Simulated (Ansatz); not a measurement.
**WSe₂: a line through an energy map**

One table from this session's results is given with a row withheld; the runs are named, their logs left out.

Method: DFT LDA+D3(BJ), scalar-relativistic, plane waves, PAW, in Ansatz 0.2.0.

1 further run of the same task is left out (set aside as unsound or not needed).

## The starting structure

It takes space group P-6m2 (No. 187, hexagonal). Conventional cell: a = 3.207 Å, b = 3.207 Å, c = 6.746 Å, α = 90.00°, β = 90.00°, γ = 120.00°. W (site symmetry -6m2) has 6 Se at 2.50 Å as nearest neighbours. Se (site symmetry 3m) is surrounded by 3 W at 2.50 Å.

Structure file:

```cif
data_structure
_symmetry_space_group_name_H-M 'P-6m2'
_symmetry_Int_Tables_number 187
_cell_length_a 3.2070
_cell_length_b 3.2070
_cell_length_c 6.7464
_cell_angle_alpha 90.000
_cell_angle_beta 90.000
_cell_angle_gamma 120.000
_cell_volume 60.09
loop_
_atom_site_label
_atom_site_type_symbol
_atom_site_symmetry_multiplicity
_atom_site_Wyckoff_symbol
_atom_site_fract_x
_atom_site_fract_y
_atom_site_fract_z
_atom_site_occupancy
W1 W 1 a 0.00000 0.00000 0.00000 1
Se1 Se 2 h 0.33333 0.66667 0.24802 1
```

It goes back to an entry of the Materials Project, which need not be the stable form.

This cell was relaxed beforehand with the same method: volume 20.03 Å³/atom, gap on the mesh 1.06 eV.

## Plan of the line

The energy is mapped over two homogeneous strains (x along [1 0 0], y along [1 2 0], z along [0 0 1] of the conventional cell).

- strain +e along x and -e along y: 5 values from −15.0 to 15.0 %
- strain +e along z and -e/2 along x and y: 5 values from −7.0 to 7.0 %

Nothing else is relaxed (fractional coordinates fixed). Energies count from the relaxed crystal. Points are written as (first, second).

Set-up of the first run:

Input file input.yaml:

```yaml
crystal:
  lattice:
    - [3.0787610438, 0.0, 0.0]
    - [-1.5393805219, 3.0828923506, 0.0]
    - [0.0, 0.0, 6.2741743996]
  atoms:
    - { symbol: W, position: [0.0, 0.0, 0.0] }
    - { symbol: Se, position: [0.3333333333, 0.6666666667, 0.2480187231] }
    - { symbol: Se, position: [0.3333333333, 0.6666666667, 0.7519812769] }
basis:
  ecutwfc: 420
kpoints:
  mp_grid: { grid: [12, 12, 4] }
hamiltonian:
  xc: lda
  pseudopotentials: { kind: paw, azcp: { folder: soft_1 } }
  dispersion: d3bj
scf:
  occupations: { method: gaussian, width: 0.05 }
output:
  forces: true
  stress: true
  eigenvalues: true
```

Command:

```console
$ ansatz run input.yaml --threads 1 --pin off --max-ram 2048MiB --backend cpu --events-out ev --progress --plain --runs-dir out
```

Steps of the session up to this table: Grid point (−7.5 %, −7.0 %); The run at (−7.5 %, −3.5 %); Point (−7.5 %, 0.0 %); Grid point (−7.5 %, 3.5 %); Point (−7.5 %, 7.0 %).

One table of the session follows, with a row left open; its other results are not shown here.

| strain +e along z and -e/2 along x and y (%) | energy (meV/atom) | slope (meV/atom per %) | pressure (GPa) | band gap on the k-mesh (eV) | largest force on an atom (eV/Å) |
| --- | --- | --- | --- | --- | --- |
| −7.0 | 191 | −19.8 | 5.83 | 0.41 | 1.41 |
| −3.5 | 146 | −6.1 | 4.15 | 0.98 | 1.17 |
| 0.0 | ? | ? | ? | ? | ? |
| 3.5 | 192 | 18.3 | 2.59 | 0.00 | 0.83 |
| 7.0 | 270 | 26.8 | 2.45 | 0.00 | 0.89 |

**Question.** Estimate the row for strain +e along z and -e/2 along x and y (%) = 0.0.

Worked estimate for «energy (meV/atom)». A straight line through the neighbours (−3.5, 146) and (3.5, 192) gives 146 + (192 − 146) × (0.0 − −3.5) / (3.5 − −3.5) = 169; a parabola fitted to 4 rows on both sides gives 148.

**Answer.** energy (meV/atom): 147; slope (meV/atom per %): 6.6; pressure (GPa): 3.09; band gap on the k-mesh (eV): 0.57; largest force on an atom (eV/Å): 0.99. In «energy (meV/atom)» the line misses by +22 and the parabola by +1.

Energies count from the relaxed crystal. Slopes come from the forces (and the stress, where the cell changes), not from differences of energies.

Caveats from the session: A rigid map gives upper bounds: relaxing the other coordinates can only lower a point. Warnings in the runs' records: pseudo functional mismatch, dispersion damping borrowed.
